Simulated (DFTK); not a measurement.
Runs of DFTK 0.8.2 on Sb. It takes space group R-3m (No. 166, trigonal). The conventional cell has a = 4.308 Å, b = 4.308 Å, c = 11.274 Å, α = 90.00°, β = 90.00°, γ = 120.00°. Sb (site symmetry 3m) has 3 Sb at 2.91 Å as nearest neighbours. 

```csv
task,level,potentials or basis,k mesh,cutoff (eV),valence electrons,SCF solver,gap on the mesh (eV),pressure (GPa),V0 of scaled cells (Å³/atom),B0 (GPa),largest force (eV/Å)
band structure,BJ06,"in-house norm-conserving set (r2SCAN, scalar relativistic)",5 × 5 × 5,1225,Sb 15,ScfAndersonSolver,0.37,-,-,-,-
band structure,r2SCAN,SG15 1.2 (PBE),5 × 5 × 5,1225,Sb 15,-,(b),0.1,-,-,0.29
band structure,PBE,SPMS 1.0 (PBE),6 × 6 × 6,1225,Sb 15,-,none,2.8,-,-,0.09
equation of state,PBEsol,"cp2k.nc.sr.pbe.v0_1.largecore.gth (PBE, GTH)",6 × 6 × 6,735,Sb 5,-,-,-,31.32,55,-
band structure,r2SCAN,"in-house norm-conserving set (r2SCAN, scalar relativistic)",5 × 5 × 5,1225,Sb 15,-,0.38,1.5,-,-,0.14
equation of state,PBE,dojo.nc.sr.pbe.v0_5.standard.upf (PBE),5 × 5 × 5,1088,Sb 15,-,-,-,(c),52,-
band structure,PBEsol,SG15 1.2 (PBE),6 × 6 × 6,1225,Sb 15,-,none,(a),-,-,-
```

Alike in all rows: no spin polarisation; cell as given; smearing fermi-dirac 0.05 eV.

Fill in the values left out.

(a) -0.3; (b) 0.40; (c) 31.65.

Caveats: spin-orbit coupling is left out, which moves the levels of the heavy elements (some runs); the potentials were made for another functional, which shifts forces and pressure (some runs); the mesh misses the band edges, which the band path finds closer together (some runs); the cell was scaled at fixed shape and fractional positions, which overstates the stiffness of a crystal with free parameters, most of all of layers and chains (some runs); the program leaves the constant c of mgga_x_tb09 at 1, so the potential is Becke-Johnson's (BJ06) and not Tran and Blaha's, with levels but no total energy (some runs); GTH potentials come without recommended cutoffs, and this one wasn't checked for convergence (some runs).

A k mesh can miss the band edges, and the runs leave out spin-orbit coupling on Sb.

A gap of «none» marks a metal or a gap under the smearing width.
